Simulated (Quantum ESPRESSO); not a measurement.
Ru under changes of volume

One of the cells (13.575 Å³/atom); the others are scaled copies at fixed shape and fractional positions:

```
Ru
1.0
     2.70580    0.00000    0.00000
    -1.35290    2.34329    0.00000
     0.00000    0.00000    4.28190
Ru
2
Direct
  0.66667 0.33333 0.75000
  0.33333 0.66667 0.25000
```

| Quantity | Value |
| --- | --- |
| Program | Quantum ESPRESSO 7.5 |
| Functional | PBEsol |
| Potentials or basis | GBRV 1.5 PBEsol |
| Cutoff | 612 eV |
| Density cutoff | 4898 eV |
| k mesh | 11 × 11 × 6 |
| Occupations | fermi-dirac, width 0.05 eV |
| Spin | no spin polarisation |

| volume (Å³/atom) | energy over the lowest point (meV/atom) | pressure (GPa) |
| --- | --- | --- |
| 12.760 | 26.16 | 16.0 |
| 13.032 | 6.31 | 7.5 |
| 13.303 | 0.00 | 0.0 |
| 13.575 | 5.74 | -6.7 |
| 13.846 | 22.19 | -12.7 |
| 14.118 | ? | ? |
| 14.389 | 82.52 | -22.6 |

**Question.** What does the run at 14.118 Å³/atom give?

**Answer.** Energy over the lowest point 48.14 meV/atom; pressure -17.9 GPa.

Worked out: A Birch-Murnaghan fit of order 3 (a polynomial in V^(-2/3)) to the other rows has its minimum at 13.30 Å³/atom with B0 = V·E''(V) = 348 GPa and B' = 4.8 at fixed shape and positions, which overstates the stiffness. It gives 48.17 meV/atom at 14.118 Å³/atom, against the run's 48.14, and -dE/dV = -17.9 GPa, against -17.9.

Energies are extrapolated to zero smearing.
